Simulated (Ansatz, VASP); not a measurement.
Ni: VASP beside Ansatz

INCAR

```
PREC = Accurate ; ENCUT = 520
EDIFF = 1E-8 ; ISMEAR = -1
SIGMA = 0.05 ; LREAL = False
LASPH = True ; NELM = 150
ALGO = Normal ; ISIF = 2
LWAVE = False ; LCHARG = False
ISPIN = 2 ; MAGMOM = 1.5
LORBIT = 11 ; LMAXMIX = 4
GGA = PE ; LEFG = True
NBANDS = 15
```

The input KPOINTS:

```
regular mesh
0
Gamma
  18 18 18
```

POSCAR

```
Ni
1.0
    0.0000000000      1.7560842062      1.7560842062
    1.7560842062      0.0000000000      1.7560842062
    1.7560842062      1.7560842062      0.0000000000
Ni
1
Direct
    0.0000000000      0.0000000000      0.0000000000
```

Input for Ansatz:

```yaml
crystal:
  lattice:
    - [0.0, 1.7560842062, 1.7560842062]
    - [1.7560842062, 0.0, 1.7560842062]
    - [1.7560842062, 1.7560842062, 0.0]
  atoms:
    - { symbol: Ni, position: [0.0, 0.0, 0.0], spin: 1.5 }
magnetization:
  spin_polarized: true
kpoints:
  mp_grid: { grid: [18, 18, 18] }
scf:
  occupations: { method: fermi_dirac, width: 0.05 }
hamiltonian:
  xc: pbe
  pseudopotentials: { kind: paw }
output:
  forces: true
  stress: true
  eigenvalues: true
  efg: { contact_densities: true }
```

Change from the starting cell: volume scaled by 0.98, PAW files.

Alike in both runs: task electric field gradients; functional PBE; k mesh 18 × 18 × 18; occupations fermi-dirac, width 0.05 eV; collinear spin.

```csv
,VASP,Ansatz
version,VASP 6.6.1,Ansatz 0.2.0
potentials or method,"VASP PAW PBE potentials, release 64 (Ni)","PAW with Ansatz's default frozen-core files, scalar-relativistic"
plane-wave cutoff (eV),520,420
valence electrons in the cell,10,18
```

Ansatz gave:

* pressure (GPa): 1.0
* net moment per atom (μB): 0.62
* size of the moment on the site where the two differ most (μB): 0.66
* Vzz of the field gradient on the site that differs most (V/Å²): 0.0

Q: What did VASP give for the same quantities?

A: Pressure (GPa): 1.0; net moment per atom (μB): 0.62; size of the moment on the site where the two differ most (μB): 0.63; Vzz of the field gradient on the site that differs most (V/Å²): 0.0.

Site moments also hang on the region over which each program counts them. With one functional, cell and mesh, what is left measures potentials, basis and numerics. The two sets of potentials don't hold the same shells in valence.
